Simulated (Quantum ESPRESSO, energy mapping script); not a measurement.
# NiO: energy mapping under PBE+U (6 eV), QE, GBRV

How strongly do the moments of NiO couple under PBE+U (6 eV), QE, GBRV? The plan is to run several orders and fit a Heisenberg model.

Calculated with Quantum ESPRESSO 7.5; PBE with U = 6 eV on Ni d, ortho-atomic projectors; plane waves, U on orthogonalised atomic orbitals unless named otherwise, collinear spin, no spin–orbit coupling.

The experiments to compare with:

“Observation and resonant x-ray optical interpretation of multi-atom resonant photoemission effects in O 1s emission from NiO” (2006, arxiv:cond-mat/0609101) quotes from earlier work for NiO, rock salt (literature value for NiO): ordering temperature (Neel temperature) 524 K [Literature value cited from another work, not measured on this sample.].

Most raw output is cut from this account.

**1. Starting point**

Symmetry: Fm-3m, No. 225, cubic system. The conventional cell has a = 4.172 Å, b = 4.172 Å, c = 4.172 Å, α = 90.00°, β = 90.00°, γ = 90.00°. Ni has 6 O at 2.09 Å nearest. Nearest to O lie 6 Ni at 2.09 Å. Farther neighbours and most contacts between anions are not listed.

A Hubbard U penalises fractional filling of the shell. It raises the cost of virtual hops to the neighbours, so couplings that rest on such hops usually weaken. These runs use Quantum ESPRESSO.

**2. Which atoms carry moments**

One run in the crystal's own cell, under PBE with U = 4.5 eV on Ni d, ortho-atomic projectors, Quantum ESPRESSO with GBRV potentials, shows which elements keep a moment. Transition or f elements with 0.3 μB or more enter the spin model; moments induced on other atoms do not.

File pw.in:

```
&control
  calculation = 'scf'
  prefix = 'pw'
  outdir = './tmp/'
  pseudo_dir = './pseudo/'
  verbosity = 'low'
/
&system
  ibrav = 0
  nat = 2
  ntyp = 2
  ecutwfc = 45
  ecutrho = 360
  nbnd = 21
  occupations = 'smearing'
  smearing = 'fd'
  degauss = 0.00367493
  nspin = 2
  starting_magnetization(1) = 0.1111
/
&electrons
  conv_thr = 5.0e-09
  electron_maxstep = 120
  mixing_beta = 0.3
  mixing_mode = 'plain'
/
ATOMIC_SPECIES
  Ni 58.6934 Ni.upf
  O 15.9990 O.upf
CELL_PARAMETERS angstrom
  0.00000000 2.08590164 2.08590164
  2.08590164 0.00000000 2.08590164
  2.08590164 2.08590164 0.00000000
ATOMIC_POSITIONS crystal
  Ni 0.00000000 0.00000000 0.00000000
  O 0.50000000 0.50000000 0.50000000
K_POINTS automatic
  9 9 9 0 0 0
HUBBARD {ortho-atomic}
U Ni-3d 4.5
```

Run with:

```bash
OMP_NUM_THREADS=1 mpirun -n 4 pw.x -nk 4 -in pw.in > pw.out
```

Elapsed: 5.1 s, on 4 MPI ranks of Arm Neoverse V2, shared host; peak memory 0.28 GiB; 20 s of CPU time.

Spin moment in the sphere by atom:

```
atom  spin moment in the sphere (μB)
 Ni1                            1.70
  O2                            0.24
```

The run ends ferromagnetic; Ni carries the moments.

**3. Run 1 (parallel; cell A, 4 atoms)**

The parallel order is the zero of energy for this cell and mesh.

The potential files are GBRV's for PBE; pw.x takes the functional from them.

File pw.in:

```
&control
  calculation = 'scf'
  prefix = 'pw'
  outdir = './tmp/'
  pseudo_dir = './pseudo/'
  verbosity = 'low'
/
&system
  ibrav = 0
  nat = 4
  ntyp = 2
  ecutwfc = 45
  ecutrho = 360
  nbnd = 38
  occupations = 'smearing'
  smearing = 'fd'
  degauss = 0.00367493
  nspin = 2
  starting_magnetization(1) = 0.1111
/
&electrons
  conv_thr = 1.0e-08
  electron_maxstep = 120
  mixing_beta = 0.3
  mixing_mode = 'plain'
/
ATOMIC_SPECIES
  Ni 58.6934 Ni.upf
  O 15.9990 O.upf
CELL_PARAMETERS angstrom
  0.00000000 -2.08590164 -2.08590164
  0.00000000 2.08590164 -2.08590164
  4.17180328 0.00000000 0.00000000
ATOMIC_POSITIONS crystal
  Ni 0.50000000 0.50000000 0.50000000
  Ni 0.00000000 0.00000000 0.00000000
  O 0.50000000 0.50000000 0.00000000
  O 0.00000000 0.00000000 0.50000000
K_POINTS automatic
  7 7 5 0 0 0
HUBBARD {ortho-atomic}
U Ni-3d 6
```

The job ended after 13 s (4 MPI ranks; peak memory 0.39 GiB; 51 s of CPU time).

Spin moment in the sphere by atom:

```
atom  spin moment in the sphere (μB)
 Ni1                            1.73
 Ni2                            1.73
  O3                            0.21
  O4                            0.21
```

The run ends ferromagnetic.

**4. Order 2: compensated +−, cell A of 4 atoms**

This order reverses 8 of the 12 neighbours at 2.95 Å, 0 of the 6 neighbours at 4.17 Å and 16 of the 24 neighbours at 5.11 Å, counted for an average magnetic atom.

Edit pw.in of step 3 so:

```diff
@@ -10,6 +10,6 @@
   nat = 4
-  ntyp = 2
+  ntyp = 3
   ecutwfc = 45
   ecutrho = 360
-  nbnd = 38
+  nbnd = 36
   occupations = 'smearing'
@@ -19,2 +19,3 @@
   starting_magnetization(1) = 0.1111
+  starting_magnetization(2) = -0.1111
 /
@@ -27,3 +28,4 @@
 ATOMIC_SPECIES
-  Ni 58.6934 Ni.upf
+  Ni1 58.6934 Ni.upf
+  Ni2 58.6934 Ni.upf
   O 15.9990 O.upf
@@ -34,4 +36,4 @@
 ATOMIC_POSITIONS crystal
-  Ni 0.50000000 0.50000000 0.50000000
-  Ni 0.00000000 0.00000000 0.00000000
+  Ni1 0.50000000 0.50000000 0.50000000
+  Ni2 0.00000000 0.00000000 0.00000000
   O 0.50000000 0.50000000 0.00000000
@@ -41,2 +43,3 @@
 HUBBARD {ortho-atomic}
-U Ni-3d 6
+U Ni1-3d 6
+U Ni2-3d 6
```

Elapsed: 14 s, on 4 MPI ranks; peak memory 0.4 GiB; 54 s of CPU time.

Spin moment in the sphere by atom:

```
atom  spin moment in the sphere (μB)
 Ni1                            1.74
 Ni2                           -1.74
  O3                           -0.07
  O4                            0.07
```

The run ends antiferromagnetic, 10.67 meV a magnetic atom above the parallel order of its cell.

**5. Parallel start in cell B (4 atoms)**

The parallel order again, as the reference for this cell.

This run holds the same structure in another cell (c 4.172 → 5.109 Å, α 90.0 → 73.2°, β 90.0 → 73.2°, γ 90.0 → 60.0°).

File pw.in:

```
&control
  calculation = 'scf'
  prefix = 'pw'
  outdir = './tmp/'
  pseudo_dir = './pseudo/'
  verbosity = 'low'
/
&system
  ibrav = 0
  nat = 4
  ntyp = 2
  ecutwfc = 45
  ecutrho = 360
  nbnd = 38
  occupations = 'smearing'
  smearing = 'fd'
  degauss = 0.00367493
  nspin = 2
  starting_magnetization(1) = 0.1111
/
&electrons
  conv_thr = 1.0e-08
  electron_maxstep = 120
  mixing_beta = 0.3
  mixing_mode = 'plain'
/
ATOMIC_SPECIES
  Ni 58.6934 Ni.upf
  O 15.9990 O.upf
CELL_PARAMETERS angstrom
  0.00000000 -2.08590164 -2.08590164
  -2.08590164 0.00000000 -2.08590164
  2.08590164 2.08590164 -4.17180328
ATOMIC_POSITIONS crystal
  Ni 0.50000000 0.50000000 0.50000000
  Ni 0.00000000 0.00000000 0.00000000
  O 0.75000000 0.75000000 0.75000000
  O 0.25000000 0.25000000 0.25000000
K_POINTS automatic
  8 8 8 0 0 0
HUBBARD {ortho-atomic}
U Ni-3d 6
```

Elapsed: 29 s, on 4 MPI ranks; peak memory 0.46 GiB.

The run ends ferromagnetic. For each magnetic atom its energy differs from the parallel run of the first cell by -0.14 meV, an error that one common reference would have brought in.

**6. Compensated +− start in cell B (4 atoms)**

This order reverses 6 of the 12 neighbours at 2.95 Å, 6 of the 6 neighbours at 4.17 Å and 12 of the 24 neighbours at 5.11 Å, counted for an average magnetic atom.

Edit pw.in of step 5 so:

```diff
@@ -10,6 +10,6 @@
   nat = 4
-  ntyp = 2
+  ntyp = 3
   ecutwfc = 45
   ecutrho = 360
-  nbnd = 38
+  nbnd = 36
   occupations = 'smearing'
@@ -19,2 +19,3 @@
   starting_magnetization(1) = 0.1111
+  starting_magnetization(2) = -0.1111
 /
@@ -27,3 +28,4 @@
 ATOMIC_SPECIES
-  Ni 58.6934 Ni.upf
+  Ni1 58.6934 Ni.upf
+  Ni2 58.6934 Ni.upf
   O 15.9990 O.upf
@@ -34,4 +36,4 @@
 ATOMIC_POSITIONS crystal
-  Ni 0.50000000 0.50000000 0.50000000
-  Ni 0.00000000 0.00000000 0.00000000
+  Ni1 0.50000000 0.50000000 0.50000000
+  Ni2 0.00000000 0.00000000 0.00000000
   O 0.75000000 0.75000000 0.75000000
@@ -41,2 +43,3 @@
 HUBBARD {ortho-atomic}
-U Ni-3d 6
+U Ni1-3d 6
+U Ni2-3d 6
```

Run time: 36 s. Hardware: 4 MPI ranks; peak memory 0.47 GiB; 2.4 min of CPU time.

The run ends antiferromagnetic, 104.49 meV a magnetic atom below the parallel order of its cell.

**7. Order 5: parallel, cell C of 6 atoms**

A new cell needs its own zero of energy.

File pw.in:

```
&control
  calculation = 'scf'
  prefix = 'pw'
  outdir = './tmp/'
  pseudo_dir = './pseudo/'
  verbosity = 'low'
/
&system
  ibrav = 0
  nat = 6
  ntyp = 2
  ecutwfc = 45
  ecutrho = 360
  nbnd = 55
  occupations = 'smearing'
  smearing = 'fd'
  degauss = 0.00367493
  nspin = 2
  starting_magnetization(1) = 0.1111
/
&electrons
  conv_thr = 1.5e-08
  electron_maxstep = 120
  mixing_beta = 0.3
  mixing_mode = 'plain'
/
ATOMIC_SPECIES
  Ni 58.6934 Ni.upf
  O 15.9990 O.upf
CELL_PARAMETERS angstrom
  0.00000000 2.08590164 2.08590164
  -2.08590164 0.00000000 -2.08590164
  -4.17180328 -4.17180328 4.17180328
ATOMIC_POSITIONS crystal
  Ni 0.00000000 0.00000000 0.00000000
  Ni 0.33333333 0.66666667 0.66666667
  Ni 0.66666667 0.33333333 0.33333333
  O 0.66666667 0.33333333 0.83333333
  O 0.00000000 0.00000000 0.50000000
  O 0.33333333 0.66666667 0.16666667
K_POINTS automatic
  8 8 3 0 0 0
HUBBARD {ortho-atomic}
U Ni-3d 6
```

Elapsed: 28 s, on 4 MPI ranks; peak memory 0.53 GiB; 1.9 min of CPU time.

The run ends ferromagnetic. For each magnetic atom its energy differs from the parallel run of the first cell by -0.14 meV, an error that one common reference would have brought in.

**8. Uncompensated ++− start in cell C (6 atoms)**

This order reverses 4 of the 12 neighbours at 2.95 Å, 4 of the 6 neighbours at 4.17 Å and 12 of the 24 neighbours at 5.11 Å, counted for an average magnetic atom.

Edit pw.in of step 7 so:

```diff
@@ -10,6 +10,6 @@
   nat = 6
-  ntyp = 2
+  ntyp = 3
   ecutwfc = 45
   ecutrho = 360
-  nbnd = 55
+  nbnd = 53
   occupations = 'smearing'
@@ -19,2 +19,3 @@
   starting_magnetization(1) = 0.1111
+  starting_magnetization(2) = -0.1111
 /
@@ -27,3 +28,4 @@
 ATOMIC_SPECIES
-  Ni 58.6934 Ni.upf
+  Ni1 58.6934 Ni.upf
+  Ni2 58.6934 Ni.upf
   O 15.9990 O.upf
@@ -34,5 +36,5 @@
 ATOMIC_POSITIONS crystal
-  Ni 0.00000000 0.00000000 0.00000000
-  Ni 0.33333333 0.66666667 0.66666667
-  Ni 0.66666667 0.33333333 0.33333333
+  Ni1 0.00000000 0.00000000 0.00000000
+  Ni1 0.33333333 0.66666667 0.66666667
+  Ni2 0.66666667 0.33333333 0.33333333
   O 0.66666667 0.33333333 0.83333333
@@ -43,2 +45,3 @@
 HUBBARD {ortho-atomic}
-U Ni-3d 6
+U Ni1-3d 6
+U Ni2-3d 6
```

Run time: 33 s. Hardware: 4 MPI ranks; peak memory 0.53 GiB; 2.2 min of CPU time.

The run ends ferrimagnetic, 72.73 meV a magnetic atom below the parallel order of its cell.

**9. Order 7: parallel, cell D of 6 atoms**

This run holds the same structure in another cell (c 7.226 → 6.596 Å, α 90.0 → 102.9°, β 90.0 → 102.9°, γ 120.0 → 90.0°).

File pw.in:

```
&control
  calculation = 'scf'
  prefix = 'pw'
  outdir = './tmp/'
  pseudo_dir = './pseudo/'
  verbosity = 'low'
/
&system
  ibrav = 0
  nat = 6
  ntyp = 2
  ecutwfc = 45
  ecutrho = 360
  nbnd = 55
  occupations = 'smearing'
  smearing = 'fd'
  degauss = 0.00367493
  nspin = 2
  starting_magnetization(1) = 0.1111
/
&electrons
  conv_thr = 1.5e-08
  electron_maxstep = 120
  mixing_beta = 0.3
  mixing_mode = 'plain'
/
ATOMIC_SPECIES
  Ni 58.6934 Ni.upf
  O 15.9990 O.upf
CELL_PARAMETERS angstrom
  0.00000000 2.08590164 2.08590164
  0.00000000 2.08590164 -2.08590164
  -6.25770492 -2.08590164 0.00000000
ATOMIC_POSITIONS crystal
  Ni 0.00000000 0.00000000 0.00000000
  Ni 0.33333333 0.33333333 0.66666667
  Ni 0.66666667 0.66666667 0.33333333
  O 0.83333333 0.83333333 0.66666667
  O 0.16666667 0.16666667 0.33333333
  O 0.50000000 0.50000000 0.00000000
K_POINTS automatic
  7 7 7 0 0 0
HUBBARD {ortho-atomic}
U Ni-3d 6
```

Run time: 42 s. Hardware: 4 MPI ranks; peak memory 0.59 GiB; 2.8 min of CPU time.

The run ends ferromagnetic. For each magnetic atom its energy differs from the parallel run of the first cell by -0.06 meV, an error that one common reference would have brought in.

**10. Uncompensated ++− start in cell D (6 atoms)**

This order reverses 5.33 of the 12 neighbours at 2.95 Å, 1.33 of the 6 neighbours at 4.17 Å and 16 of the 24 neighbours at 5.11 Å, counted for an average magnetic atom.

Edit pw.in of step 9 so:

```diff
@@ -10,6 +10,6 @@
   nat = 6
-  ntyp = 2
+  ntyp = 3
   ecutwfc = 45
   ecutrho = 360
-  nbnd = 55
+  nbnd = 53
   occupations = 'smearing'
@@ -19,2 +19,3 @@
   starting_magnetization(1) = 0.1111
+  starting_magnetization(2) = -0.1111
 /
@@ -27,3 +28,4 @@
 ATOMIC_SPECIES
-  Ni 58.6934 Ni.upf
+  Ni1 58.6934 Ni.upf
+  Ni2 58.6934 Ni.upf
   O 15.9990 O.upf
@@ -34,5 +36,5 @@
 ATOMIC_POSITIONS crystal
-  Ni 0.00000000 0.00000000 0.00000000
-  Ni 0.33333333 0.33333333 0.66666667
-  Ni 0.66666667 0.66666667 0.33333333
+  Ni1 0.00000000 0.00000000 0.00000000
+  Ni1 0.33333333 0.33333333 0.66666667
+  Ni2 0.66666667 0.66666667 0.33333333
   O 0.83333333 0.83333333 0.66666667
@@ -43,2 +45,3 @@
 HUBBARD {ortho-atomic}
-U Ni-3d 6
+U Ni1-3d 6
+U Ni2-3d 6
```

Elapsed: 41 s, on 4 MPI ranks; peak memory 0.58 GiB; 2.7 min of CPU time.

The run ends ferrimagnetic, 20.96 meV a magnetic atom below the parallel order of its cell.

**11. Run 9 (parallel; cell E, 6 atoms)**

This run holds the same structure in another cell (b 2.950 → 4.172 Å, c 6.596 → 5.109 Å, α 102.9 → 114.1°, β 102.9 → 106.8°).

File pw.in:

```
&control
  calculation = 'scf'
  prefix = 'pw'
  outdir = './tmp/'
  pseudo_dir = './pseudo/'
  verbosity = 'low'
/
&system
  ibrav = 0
  nat = 6
  ntyp = 2
  ecutwfc = 45
  ecutrho = 360
  nbnd = 55
  occupations = 'smearing'
  smearing = 'fd'
  degauss = 0.00367493
  nspin = 2
  starting_magnetization(1) = 0.1111
/
&electrons
  conv_thr = 1.5e-08
  electron_maxstep = 120
  mixing_beta = 0.3
  mixing_mode = 'plain'
/
ATOMIC_SPECIES
  Ni 58.6934 Ni.upf
  O 15.9990 O.upf
CELL_PARAMETERS angstrom
  0.00000000 -2.08590164 -2.08590164
  -4.17180328 0.00000000 0.00000000
  2.08590164 4.17180328 -2.08590164
ATOMIC_POSITIONS crystal
  Ni 0.66666667 0.66666667 0.33333333
  Ni 0.33333333 0.33333333 0.66666667
  Ni 0.00000000 0.00000000 0.00000000
  O 0.66666667 0.16666667 0.33333333
  O 0.33333333 0.83333333 0.66666667
  O 0.00000000 0.50000000 0.00000000
K_POINTS automatic
  8 8 8 0 0 0
HUBBARD {ortho-atomic}
U Ni-3d 6
```

The job ended after 1.8 min (4 MPI ranks; peak memory 0.8 GiB).

The run ends ferromagnetic. For each magnetic atom its energy differs from the parallel run of the first cell by -0.15 meV, an error that one common reference would have brought in.

**12. Run 10 (uncompensated ++−; cell E, 6 atoms)**

This order reverses 6.67 of the 12 neighbours at 2.95 Å, 2.67 of the 6 neighbours at 4.17 Å and 8 of the 24 neighbours at 5.11 Å, counted for an average magnetic atom.

Edit pw.in of step 11 so:

```diff
@@ -10,6 +10,6 @@
   nat = 6
-  ntyp = 2
+  ntyp = 3
   ecutwfc = 45
   ecutrho = 360
-  nbnd = 55
+  nbnd = 53
   occupations = 'smearing'
@@ -19,2 +19,3 @@
   starting_magnetization(1) = 0.1111
+  starting_magnetization(2) = -0.1111
 /
@@ -27,3 +28,4 @@
 ATOMIC_SPECIES
-  Ni 58.6934 Ni.upf
+  Ni1 58.6934 Ni.upf
+  Ni2 58.6934 Ni.upf
   O 15.9990 O.upf
@@ -34,5 +36,5 @@
 ATOMIC_POSITIONS crystal
-  Ni 0.66666667 0.66666667 0.33333333
-  Ni 0.33333333 0.33333333 0.66666667
-  Ni 0.00000000 0.00000000 0.00000000
+  Ni1 0.66666667 0.66666667 0.33333333
+  Ni1 0.33333333 0.33333333 0.66666667
+  Ni2 0.00000000 0.00000000 0.00000000
   O 0.66666667 0.16666667 0.33333333
@@ -43,2 +45,3 @@
 HUBBARD {ortho-atomic}
-U Ni-3d 6
+U Ni1-3d 6
+U Ni2-3d 6
```

Elapsed: 2.1 min, on 4 MPI ranks; peak memory 0.8 GiB.

The run ends ferrimagnetic, 45.98 meV a magnetic atom below the parallel order of its cell.

(Continued in part 2 of 2.)

[Logs and program files are shortened in this print: banners, set-up blocks, solver, clock and traceback lines can be left out without a mark of their own.]

[Logs are printed without paths, hosts, clocks, repeated set-up lines and the standing remarks that a program may print on its own settings, such as how far it seeks lower states.]

[Hosts, paths, dates, database ids (printed as entryN), source tags and the programs' standing remarks are cut or masked in the printed files.]

[Where a cell is said to come from a database of computed structures, the database is the Materials Project.]
